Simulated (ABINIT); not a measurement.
Write the native input for ABINIT 10.8.3 (patched build) that does the following.

| Quantity | Value |
| --- | --- |
| Task | band structure |
| Functional | r2SCAN |
| Potentials or basis | JTH PAW LDA v2.0 |
| Cutoff | 544 eV |
| k mesh | 11 × 11 × 11 |
| Occupations | fermi-dirac, width 0.05 eV |
| Spin | no spin polarisation |
| Fine-grid cutoff | 1088.46 eV |

Ag:

```
Ag
1.0
     0.00000    2.04275    2.04275
     2.04275    0.00000    2.04275
     2.04275    2.04275    0.00000
Ag
1
Direct
  0.00000 0.00000 0.00000
```

The input as run:

run.abi

```
# Datasets: ground state, then fixed potential
ndtset 2

# Pseudopotentials
pp_dirpath "./"
pseudos "Ag.LDA_PW-JTH.xml"

# Structure
acell 2.8888847545 2.8888847545 2.8888847545 Angstrom
rprim
     0.0000000000     0.7071067812     0.7071067812
     0.7071067812     0.0000000000     0.7071067812
     0.7071067812     0.7071067812     0.0000000000
ntypat 1
znucl 47
natom 1
typat 1
xred
     0.0000000000     0.0000000000     0.0000000000

# Plane-wave basis
ecut 20.0
pawecutdg 40.0

# Exchange and correlation
ixc -497498
usekden 1
pawxcdev 0

# Bands and occupations
occopt 3
tsmear 0.05 eV

# SCF cycle
nstep 100

# Output
iomode 3
prtwf 0
prteig 0
prtebands 0
prtden1 1
prtkden1 1

# Dataset 1
kptopt1 1
ngkpt1 11 11 11
nshiftk1 1
shiftk1 0.0 0.0 0.0
nband1 10
tolvrs1 1.0e-8

# Dataset 2: bands along G-X-W-K-G-L-U-W-L-K
iscf2 -2
getden2 1
getkden2 1
nband2 14
nbdbuf2 2
tolwfr2 1.0e-12
kptopt2 -9
ndivsm2 5
prteig2 1
kptbounds2
     0.0000000000     0.0000000000     0.0000000000
     0.5000000000     0.0000000000     0.5000000000
     0.5000000000     0.2500000000     0.7500000000
     0.3750000000     0.3750000000     0.7500000000
     0.0000000000     0.0000000000     0.0000000000
     0.5000000000     0.5000000000     0.5000000000
     0.6250000000     0.2500000000     0.6250000000
     0.5000000000     0.2500000000     0.7500000000
     0.5000000000     0.5000000000     0.5000000000
     0.3750000000     0.3750000000     0.7500000000
```

Potentials or basis: JTH PAW LDA v2.0.

Command:

```bash
$ abinit run.abi > log 2>&1
```

It gave:

```json
{
 "Pressure": "0.9 GPa",
 "Band gap on the k mesh": "none (metal or under the smearing width)",
 "Valence electrons inside the program's atomic spheres": "Ag 9.84 (radii [1.331] Å)"
}
```

Caveat: the PAW data sets were made with another functional, which shifts forces and pressure a little.

It took 46 s on 1 thread of Arm Neoverse V2, with other jobs on the host, peak memory 0.11 GiB.
